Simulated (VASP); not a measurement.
# KBr: relaxation with set parts of the cell free, by free to move

KBr, P1 (no. 1), 8 atoms in the cell. R2SCAN, constrained relaxation; PAW potentials Br, K_sv (PBE set).

| Free to move | Volume (Å³/atom) | Pressure in a fresh run at the final cell (GPa) | Pressure printed at the end of the relaxation (GPa) | Ionic steps, all stages | Electronic steps, all stages | Time (s) |
|---|---|---|---|---|---|---|
| atoms | 36.519 | -0.26 | -0.26 | 12 | 150 | 1625 |
| atoms, shape and volume | 35.960 | -0.02 | -0.02 | 13 | 155 | 1400 |
| atoms and shape at fixed volume | 36.519 | -0.26 | -0.26 | 17 | 194 | 1164 |

Limits: the start was distorted on purpose (random strain, atoms moved at random), so the space group given is the start's and not the crystal's.

## Input of the first row

INCAR.step1:
```
PREC = Accurate ; ENCUT = 350
EDIFF = 1E-6 ; ISMEAR = 0
SIGMA = 0.05 ; LREAL = F
LASPH = T ; NELM = 100
ALGO = Normal ; LWAVE = F
LCHARG = F ; METAGGA = R2SCAN
LMIXTAU = T ; IBRION = 2
NSW = 60 ; ISIF = 2
EDIFFG = -0.01 ; POTIM = 0.5
ISYM = 0 ; KPAR = 4
```

INCAR.step3, as INCAR.step1 but for:
```
- IBRION = 2
- NSW = 60
- EDIFFG = -0.01
- POTIM = 0.5
+ NSW = 0
```

KPOINTS:
```
k-points
0
Gamma
  3 3 3
```

POSCAR.step1:
```
KBr
1.0
    6.6228090000     -0.0158910000     -0.0068150000
   -0.0158910000      6.6597530000      0.0339070000
   -0.0068150000      0.0339070000      6.6240620000
Br K
4 4
Direct
    0.5045140000      0.0029070000      0.0006260000
    0.4929760000      0.5034930000      0.5014370000
   -0.0016620000      0.0012240000      0.5008640000
    0.0041540000      0.4973560000      0.0021390000
   -0.0030580000     -0.0039830000     -0.0050610000
    0.0062860000      0.4974350000      0.4962660000
    0.4966240000     -0.0046430000      0.4983700000
    0.5001670000      0.5062130000      0.0053580000
```

POSCAR.step3:
```
KBr
1.0
    6.6228090000     -0.0158910000     -0.0068150000
   -0.0158910000      6.6597530000      0.0339070000
   -0.0068150000      0.0339070000      6.6240620000
Br K
4 4
Direct
    0.5001480302      0.0005761108      0.0001021059
    0.4996554471      0.5004770260      0.5008640436
    0.9991998515      0.9987175626      0.4988269745
    0.0009362135      0.4998489247      0.0000502243
    0.0002114493      0.9998635989      0.9989222451
    0.9998738662      0.4989024143      0.5000774742
    0.4991403721      0.0009641399      0.5001457065
    0.5008357702      0.5006522228      0.0010102259
```

Commands (each step's output is kept before the next begins):
```
cat potpaw_PBE.64/Br/POTCAR potpaw_PBE.64/K_sv/POTCAR > POTCAR
cp INCAR.step1 INCAR
cp POSCAR.step1 POSCAR
mpirun -np 4 vasp_std > vasp.out
cp CONTCAR POSCAR
mpirun -np 4 vasp_std > vasp.out
cp CONTCAR POSCAR
cp INCAR.step3 INCAR
cp POSCAR.step3 POSCAR
mpirun -np 4 vasp_std > vasp.out
```

Changes of the last row against the first:
```
- ISIF = 2
+ ISIF = 4
```

VASP 6.6.1 took 1625 s on 4 cores (AMD EPYC 7R43 (Zen 3)), a shared host.
